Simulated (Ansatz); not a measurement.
# ScAl2: the cost of one run

Computed with Ansatz 0.2.0 (DFT PBEsol, scalar-relativistic, plane waves, PAW, unless a step's input says otherwise).

2 further runs of the same task are left out: 2 set aside as unsound or not needed.

## 1. The structure to begin with

It takes space group Fd-3m (No. 227, cubic). Conventional cell: a = 7.529 Å, b = 7.529 Å, c = 7.529 Å, α = 90.00°, β = 90.00°, γ = 90.00°. Around Sc (site symmetry -43m) lie 12 Al at 3.12 Å and 4 Sc at 3.26 Å. Around Al (site symmetry -3m) lie 6 Al at 2.66 Å and 6 Sc at 3.12 Å.

As a file:

```cif
data_structure
_symmetry_space_group_name_H-M 'Fd-3m:1'
_symmetry_Int_Tables_number 227
_cell_length_a 7.5294
_cell_length_b 7.5294
_cell_length_c 7.5294
_cell_angle_alpha 90.000
_cell_angle_beta 90.000
_cell_angle_gamma 90.000
_cell_volume 426.85
loop_
_atom_site_label
_atom_site_type_symbol
_atom_site_symmetry_multiplicity
_atom_site_Wyckoff_symbol
_atom_site_fract_x
_atom_site_fract_y
_atom_site_fract_z
_atom_site_occupancy
Sc1 Sc 8 a 0.50000 0.00000 0.50000 1
Al1 Al 16 d 0.12500 0.62500 0.12500 1
```

It goes back to an entry of the Materials Project, which need not be the stable form.

This cell was relaxed beforehand with the same method: volume 17.79 Å³/atom, gap on the mesh none (metal).

## 2. Linear response at Γ

File input.yaml:

```yaml
crystal:
  lattice:
    - [0.0, 3.7646814163, 3.7646814163]
    - [3.7646814163, 0.0, 3.7646814163]
    - [3.7646814163, 3.7646814163, 0.0]
  atoms:
    - { symbol: Sc, position: [0.5, 0.5, 0.5] }
    - { symbol: Sc, position: [0.75, 0.75, 0.75] }
    - { symbol: Al, position: [0.125, 0.125, 0.125] }
    - { symbol: Al, position: [0.625, 0.125, 0.125] }
    - { symbol: Al, position: [0.125, 0.625, 0.125] }
    - { symbol: Al, position: [0.125, 0.125, 0.625] }
basis:
  ecutwfc: 420
kpoints:
  mp_grid: { grid: [8, 8, 8] }
hamiltonian:
  xc: pbesol
scf:
  occupations: { method: fermi_dirac, width: 0.15 }
output:
  eigenvalues: true
phonons:
  method: dfpt
  eigenvectors: true
```

On the command line:

```
> ansatz run input.yaml --threads 2 --pin off --max-ram 6144MiB --backend cpu --events-out ev --progress --plain --runs-dir out
```

**Question.** How long does this run take on 2 threads of Intel Xeon Platinum 8488C (Sapphire Rapids), shared host, and how much memory does it need?

About 39 s, with a peak of 1.7 GiB.
